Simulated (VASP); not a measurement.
# PtSe2 (P-3m1) in VASP: relaxation of the atoms with PBE

Aim: the relaxation of the atoms of PtSe2 with PBE.

All numbers are computed with VASP 6.6.1; they aren't measurements. Logs are shortened: lines on timing, memory, paths and dates and some standing lists are left out, and cuts for length are marked.

## (1) The crystal as given

Symmetry: P-3m1, No. 164, trigonal system. Conventional cell: a = 3.724 Å, b = 3.724 Å, c = 5.062 Å, α = 90.00°, β = 90.00°, γ = 120.00°. Pt (site symmetry -3m) is surrounded by 6 Se at 2.49 Å. Se (site symmetry 3m) is surrounded by 3 Pt at 2.49 Å.

## (2) Relaxation of the atoms, PBE

INCAR

```
SYSTEM = PtSe2
PREC = Accurate
ENCUT = 520
EDIFF = 1E-7
ISMEAR = 0
SIGMA = 0.02
LREAL = .False.
LASPH = .True.
NELM = 60
ALGO = Normal
ISIF = 2
LWAVE = .False.
LCHARG = .False.
GGA = PE
IBRION = 2
NSW = 80
EDIFFG = -0.002
KPAR = 4
```

KPOINTS

```
regular mesh
0
Gamma
  9 9 6
  0 0 0
```

POSCAR

```
PtSe2
1.0
    3.7240000000      0.0000000000      0.0000000000
   -1.8620000000      3.2250786000      0.0000000000
    0.0000000000      0.0000000000      5.0620000000
Pt Se
1 2
Direct
    0.0000000000      0.0000000000      0.0000000000
    0.3333333300      0.6666666700      0.2500000000
    0.6666666700      0.3333333300      0.7500000000
```

Potentials or basis: VASP PAW PBE potentials, release 64 (Pt, Se).

The run is started by

```bash
cat potpaw_PBE.64/Pt/POTCAR potpaw_PBE.64/Se/POTCAR > POTCAR
mpirun -np 4 vasp_std > vasp.out
```

OUTCAR:

```text
SYSTEM = PtSe2
   PREC = Accurate
   ENCUT = 520
   EDIFF = 1E-7
   ISMEAR = 0
   LREAL = .False.
   LASPH = .True.
   NELM = 60
   ISIF = 2
   GGA = PE
   IBRION = 2
   NSW = 80
   EDIFFG = -0.002

 ion  position               nearest neighbor table
   1  0.000  0.000  0.000-   2 2.49   3 2.49   2 2.49   3 2.49   3 2.49   2 2.49
   2  0.333  0.667  0.250-   1 2.49   1 2.49   1 2.49
   3  0.667  0.333  0.750-   1 2.49   1 2.49   1 2.49

  LATTYP: Found a hexagonal cell.
 ALAT       =     3.7240000000
 C/A-ratio  =     1.3592910849

  Lattice vectors:

 A1 = (   3.7240000000,   0.0000000000,   0.0000000000)
 A2 = (  -1.8620000000,   3.2250786000,   0.0000000000)
 A3 = (   0.0000000000,   0.0000000000,   5.0620000000)

Analysis of symmetry for initial positions (statically):
=====================================================================
 Subroutine PRICEL returns:
 Original cell was already a primitive cell.

 Routine SETGRP: Setting up the symmetry group for a
 hexagonal supercell.

 Subroutine GETGRP returns: Found 12 space group operations
 (whereof 12 operations were pure point group operations)
 out of a pool of 24 trial point group operations.

The static configuration has the point symmetry D_3d.

Analysis of symmetry for dynamics (positions and initial velocities):
=====================================================================
 Subroutine PRICEL returns:
 Original cell was already a primitive cell.

 Routine SETGRP: Setting up the symmetry group for a
 hexagonal supercell.

 Subroutine GETGRP returns: Found 12 space group operations
 (whereof 12 operations were pure point group operations)
 out of a pool of 24 trial point group operations.

The dynamic configuration has the point symmetry D_3d.

 Subroutine INISYM returns: Found 12 space group operations
 (whereof 12 operations are pure point group operations),
 and found     1 'primitive' translations

----------------------------------------------------------------------------------------

                                     Primitive cell

  volume of cell :      60.7956

  direct lattice vectors                    reciprocal lattice vectors
     3.724000000  0.000000000  0.000000000     0.268528464  0.155034981  0.000000000
    -1.862000000  3.225078600  0.000000000     0.000000000  0.310069962  0.000000000
     0.000000000  0.000000000  5.062000000     0.000000000  0.000000000  0.197550375

  length of vectors
     3.724000000  3.723999997  5.062000000     0.310069962  0.310069962  0.197550375

  position of ions in fractional coordinates (direct lattice)
     0.000000000  0.000000000  0.000000000
     0.333333330  0.666666670  0.250000000
     0.666666670  0.333333330  0.750000000

  ion indices of the primitive-cell ions
   primitive index   ion index
                 1           1
                 2           2
                 3           3

----------------------------------------------------------------------------------------

 KPOINTS: regular mesh

Automatic generation of k-mesh.
 Grid dimensions read from file:
 generate k-points for:    9    9    6

 Generating k-lattice:

  Cartesian coordinates                     Fractional coordinates (reciprocal lattice)
     0.029836496  0.017226109  0.000000000     0.111111111  0.000000000  0.000000000
     0.000000000  0.034452218  0.000000000     0.000000000  0.111111111  0.000000000
     0.000000000  0.000000000  0.032925063     0.000000000  0.000000000  0.166666667

  Length of vectors
     0.034452218  0.034452218  0.032925063

  Shift w.r.t. Gamma in fractional coordinates (k-lattice)
     0.000000000  0.000000000  0.000000000

 Subroutine IBZKPT returns following result:
 ===========================================

 Found     62 irreducible k-points:

 Following reciprocal coordinates:
            Coordinates               Weight
  0.000000  0.000000  0.000000      1.000000
  0.111111  0.000000  0.000000      6.000000
  0.222222  0.000000  0.000000      6.000000
  0.333333 -0.000000  0.000000      6.000000
  0.444444  0.000000  0.000000      6.000000
  0.111111  0.111111  0.000000      6.000000
[... 16 lines left out ...]
  0.222222  0.111111  0.166667     12.000000
 -0.111111  0.333333  0.166667     12.000000
 [... further k-points ...]
   k-points           NKPTS =     62   k-points in BZ     NKDIM =     62   number of bands    NBANDS=     15
   number of dos      NEDOS =    301   number of ions     NIONS =      3
   total plane-waves  NPLWV =  31360
   dimension x,y,z NGX =    28 NGY =   28 NGZ =   40
   dimension x,y,z NGXF=    56 NGYF=   56 NGZF=   80
   ions per type =               1   2
   NGX,Y,Z   is equivalent  to a cutoff of  12.50, 12.50, 13.14 a.u.
   NGXF,Y,Z  is equivalent  to a cutoff of  25.00, 25.00, 26.27 a.u.
 SYSTEM =  PtSe2
   PREC   = accura    normal or accurate (medium, high low for compatibility)
   ISTART =      0    job   : 0-new  1-cont  2-samecut
   ICHARG =      2    charge: 1-file 2-atom 10-const
   ISPIN  =      1    spin polarized calculation?
   LNONCOLLINEAR =      F non collinear calculations
   LSORBIT =      F    spin-orbit coupling
   LASPH  =      T    aspherical Exc in radial PAW
   ENCUT  =  520.0 eV  38.22 Ry    6.18 a.u.   6.92  6.92  9.41*2*pi/ulx,y,z
   NELM   =     60;   NELMIN=  2; NELMDL= -5     # of ELM steps
   EDIFF  = 0.1E-06   stopping-criterion for ELM
   LREAL  =      F    real-space projection
   EDIFFG = -.2E-02   stopping-criterion for IOM
   NSW    =     80    number of steps for IOM
   IBRION =      2    ionic relax: 0-MD 1-quasi-New 2-CG
   NFREE  =      1    steps in history (QN), initial steepest desc. (CG)
   ISIF   =      2    stress and relaxation
   ISYM   =      2    0-nonsym 1-usesym 2-fastsym
   POTIM  = 0.5000    time-step for ionic-motion
   TEBEG  =    0.0;   TEEND  =   0.0 temperature during run
   PSTRESS=    0.0 pullay stress
   NELECT =      22.0000    total number of electrons
   NUPDOWN=      -1.0000    fix difference up-down
   EMIN   =  10.00;   EMAX   =-10.00  energy-range for DOS
   EFERMI =   0.00;   METHOD = LEGACY
   ISMEAR =     0;   SIGMA  =   0.02  broadening in eV -4-tet -1-fermi 0-gaus
   EFERMI_NEDOS =   21; number of points for ismear=-14 and -15
   IALGO  =     38    algorithm
   IMIX   =      4    mixing-type and parameters
     AMIX     =   0.40;   BMIX     =  1.00
     AMIX_MAG =   1.60;   BMIX_MAG =  1.00
  volume/ion in A,a.u.               =      20.27       136.76
  Fermi-wavevector in a.u.,A,eV,Ry     =   1.166608  2.204570 18.517184  1.360975
  Thomas-Fermi vector in A             =   2.303119
   LORBIT       =      0    0 simple, 1 ext, 2 COOP (PROOUT), +10 PAW based schemes
   GGA     = PE    functional components
   LHFCALC =     F    Hartree Fock is set to
   AEXX    =    0.0000 exact exchange contribution
   IVDW    =     0    specifies the selected vdW correction
   LEPSILON=     F    determine dielectric tensor
   LRPA    =     F    only Hartree local field effects (RPA)
 conjugate gradient relaxation of ions
 non-spin polarized calculation
 Gauss-broadening in eV      SIGMA  =   0.02
  energy-cutoff  :      520.00
  volume of cell :       60.80
 maximum number of plane-waves:      1650
   NGX = 13   NGY = 13   NGZ = 19

--------------------------------------- Ionic step        1  -------------------------------------------

 number of electron      21.9999999 magnetization

 Free energy of the ion-electron system (eV)
  ---------------------------------------------------
  ext. energy  EPLUGINS =         0.00000000
  ---------------------------------------------------
  free energy    TOTEN  =       -14.18531625 eV

  energy without entropy =      -14.18515943  energy(sigma->0) =      -14.18523784

------------------------ aborting loop because EDIFF is reached ----------------------------------------

  FORCE on cell =-STRESS in cart. coord.  units (eV):
  Direction    XX          YY          ZZ          XY          YZ          ZX
  --------------------------------------------------------------------------------------
  -------------------------------------------------------------------------------------
  Total        3.0128146      3.0128146      2.2763725      0.0000000      0.0000000      0.0000000
  in kB       79.3982402     79.3982400     59.9904044      0.0000000      0.0000000      0.0000000
  external PRESSURE =      72.9289615 kB  Pullay stress =       0.0000000 kB
[... 92 lines left out ...]
  FREE ENERGIE OF THE ION-ELECTRON SYSTEM (eV)
  ---------------------------------------------------
  free  energy   TOTEN  =       -14.2129926968 eV

  energy  without entropy=      -14.2128094354  energy(sigma->0) =      -14.21290107

[... ionic steps 4 to 14 ...]

--------------------------------------- Ionic step       15  -------------------------------------------

 number of electron      22.0000000 magnetization

------------------------ aborting loop because EDIFF is reached ----------------------------------------

  FORCE on cell =-STRESS in cart. coord.  units (eV):
  Direction    XX          YY          ZZ          XY          YZ          ZX
  --------------------------------------------------------------------------------------
  -------------------------------------------------------------------------------------
  Total        1.9658861      1.9658861      1.0044047      0.0000000      0.0000000      0.0000000
  in kB       51.8079977     51.8079976     26.4695884      0.0000000      0.0000000      0.0000000
  external PRESSURE =      43.3618612 kB  Pullay stress =       0.0000000 kB
[... 59 lines left out ...]
  energy  without entropy=      -14.2128118178  energy(sigma->0) =      -14.21290189

--------------------------------------- Ionic step       17  -------------------------------------------

 number of electron      22.0000000 magnetization

 Free energy of the ion-electron system (eV)
  ---------------------------------------------------
  ext. energy  EPLUGINS =         0.00000000
  ---------------------------------------------------
  free energy    TOTEN  =       -14.21299341 eV

  energy without entropy =      -14.21281168  energy(sigma->0) =      -14.21290255

 E-fermi :   6.5336     XC(G=0): -10.6702

 val. band max:        6.4267727699   @ k =   0.3333   0.3333   0.0000
 cond. band min:       6.5355561582   @ k =   0.0000   0.3333   0.3333
 fundamental gap:      0.1087833883
 Fermi energy:         6.5336266158

 k-point     1 :       0.0000    0.0000    0.0000
  band No.  band energies     occupation
      1      -9.0818      2.00000
      2      -6.3373      2.00000
      3      -0.6749      2.00000
      4       0.2896      2.00000
      5       0.2896      2.00000
      6       2.6126      2.00000
      7       2.6126      2.00000
      8       3.8565      2.00000
      9       5.5169      2.00000
     10       5.5169      2.00000
     11       7.0087      0.00000
     12       7.7643      0.00000
     13       7.7643      0.00000
     14      10.1042      0.00000
     15      10.6147      0.00000
[... 397 lines left out ...]
 k-point    24 :      -0.1111    0.3333    0.1667
  band No.  band energies     occupation
      1      -8.1560      2.00000
      2      -6.7391      2.00000
      3      -0.0675      2.00000
      4       0.5368      2.00000
      5       0.9324      2.00000
      6       1.3786      2.00000
      7       2.1893      2.00000
      8       3.0807      2.00000
      9       4.2300      2.00000
     10       4.4923      2.00000
     11       5.9936      2.00000
     12       6.7550      0.00000
     13       7.8855      0.00000
     14      11.1335      0.00000
     15      12.8153      0.00000

 [... further k-points ...]

------------------------ aborting loop because EDIFF is reached ----------------------------------------

  FORCE on cell =-STRESS in cart. coord.  units (eV):
  Direction    XX          YY          ZZ          XY          YZ          ZX
  --------------------------------------------------------------------------------------
  -------------------------------------------------------------------------------------
  Total        1.9572135      1.9572135      0.9933154     -0.0000000      0.0000000      0.0000000
  in kB       51.5794450     51.5794449     26.1773478     -0.0000000      0.0000000      0.0000000
  external PRESSURE =      43.1120792 kB  Pullay stress =       0.0000000 kB
[... 18 lines left out ...]
  FREE ENERGIE OF THE ION-ELECTRON SYSTEM (eV)
  ---------------------------------------------------
  free  energy   TOTEN  =       -14.2129934102 eV

  energy  without entropy=      -14.2128116838  energy(sigma->0) =      -14.21290255

 reached required accuracy - stopping structural energy minimisation
```

It took 44 s on 4 MPI ranks of Intel Xeon 6975P-C (Granite Rapids), shared host; peak memory 0.21 GiB.

What came out:

| Property | Result |
| --- | --- |
| Free energy | -14.2130 eV |
| Energy gained by relaxing | 9.2 meV/atom |
| Ionic steps | 17 |
| Pressure after relaxing | 4.3 GPa |
| Band gap on the k mesh | none (metal or under the smearing width) |

Stress tensor (GPa, compression positive):
```
5.16 0.00 0.00
0.00 5.16 0.00
0.00 0.00 2.62
```

Step by step:
```
step  energy change (eV)  largest force (eV/Å)  pressure (GPa)
   1              0.0000                0.5903            7.29
   2             -0.0233                0.2315            5.46
   3             -0.0277                0.0023            4.29
   4             -0.0277                0.0091            4.35
   5             -0.0277                0.0089            4.35
   6             -0.0277                0.0087            4.35
   7             -0.0277                0.0087            4.35
   8             -0.0277                0.0087            4.35
   9             -0.0277                0.0087            4.35
  10             -0.0277                0.0086            4.35
  11             -0.0277                0.0085            4.35
  12             -0.0277                0.0084            4.35
  13             -0.0277                0.0082            4.35
  14             -0.0277                0.0077            4.34
  15             -0.0277                0.0069            4.34
  16             -0.0277                0.0050            4.33
  17             -0.0277                0.0012            4.31
```

Final structure:
```
Pt Se
1.0
     3.72400    0.00000    0.00000
    -1.86200    3.22508    0.00000
     0.00000    0.00000    5.06200
Pt Se
1 2
Direct
  0.00000 0.00000 0.00000
  0.33333 0.66667 0.25938
  0.66667 0.33333 0.74062
```

Spin-orbit coupling is left out, which matters for the levels of Pt.
